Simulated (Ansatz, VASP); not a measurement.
## One calculation of Sn4S, two programs

Contents of INCAR:

```
PREC     = Accurate       # precision mode
ENCUT    = 520            # plane-wave cutoff, eV
EDIFF    = 1E-6           # SCF threshold, eV
ISMEAR   = 0              # smearing method
SIGMA    = 0.1            # smearing width, eV
LREAL    = False          # projectors in reciprocal space
LASPH    = True           # aspherical terms in the spheres
NELM     = 80             # most SCF steps
ALGO     = Normal         # electronic algorithm
ISIF     = 2              # what is computed and relaxed
LWAVE    = False          # write WAVECAR
LCHARG   = True           # write CHGCAR
GGA      = PE             # functional
LELF     = True           # ELF
LVHAR    = True         
NBANDS   = 39             # bands
```

File KPOINTS:

```
regular mesh
0
Gamma
  4 4 4
```

File POSCAR:

```
Sn4S
1.0
   -3.3855300500      3.3855300500      3.3855300500
    3.3855300500     -3.3855300500      3.3855300500
    3.3855300500      3.3855300500     -3.3855300500
Sn S
4 1
Direct
    0.0000000000      0.6305807800      0.0000000000
    0.3694192200      0.3694192200      0.3694192200
    0.0000000000      0.0000000000      0.6305807800
    0.6305807800      0.0000000000      0.0000000000
    0.0000000000      0.0000000000      0.0000000000
```

Input for Ansatz:

```yaml
crystal:
  lattice:
    - [-3.38553005, 3.38553005, 3.38553005]
    - [3.38553005, -3.38553005, 3.38553005]
    - [3.38553005, 3.38553005, -3.38553005]
  atoms:
    - { symbol: Sn, position: [0.0, 0.63058078, 0.0] }
    - { symbol: Sn, position: [0.36941922, 0.36941922, 0.36941922] }
    - { symbol: Sn, position: [0.0, 0.0, 0.63058078] }
    - { symbol: Sn, position: [0.63058078, 0.0, 0.0] }
    - { symbol: S, position: [0.0, 0.0, 0.0] }
basis:
  ecutwfc: 420
kpoints:
  mp_grid: { grid: [4, 4, 4] }
hamiltonian:
  xc: pbe
scf:
  occupations: { method: gaussian, width: 0.1 }
  lower_state_search: "off"
output:
  forces: true
  stress: true
  eigenvalues: true
```

Change from the starting cell: species swapped into the GeF4 type (I-43m, No. 217).

Alike in both runs: task single point; functional PBE; k mesh 4 × 4 × 4; occupations gaussian, width 0.1 eV; no spin polarisation.

|  | VASP | Ansatz |
| --- | --- | --- |
| version | VASP 6.6.1 | Ansatz 0.2.0 |
| potentials or method | VASP PAW PBE potentials, release 64 (Sn_d, S) | scalar-relativistic, plane waves, PAW |
| plane-wave cutoff (eV) | 520 | 420 |
| valence electrons in the cell | 62 | 62 |

```tsv
	VASP	Ansatz	Ansatz less VASP
gap on the k mesh at the Fermi level (eV)	none	none	-
pressure (GPa)	15.6	15.9	+0.30
rms of the force components (eV/Å)	3.421	3.458	+0.0371
```

Atom by atom the forces differ by 0.037 eV/Å (rms over components). A gap of «none» marks a metal or a gap that the smearing closes.

Caveats: so large a pressure means that the cell lies far from this level's equilibrium, or that cutoff or potentials fall short (VASP); forces of over 1 eV/Å show positions far from the minimum, so gaps and moduli don't describe the material at rest.
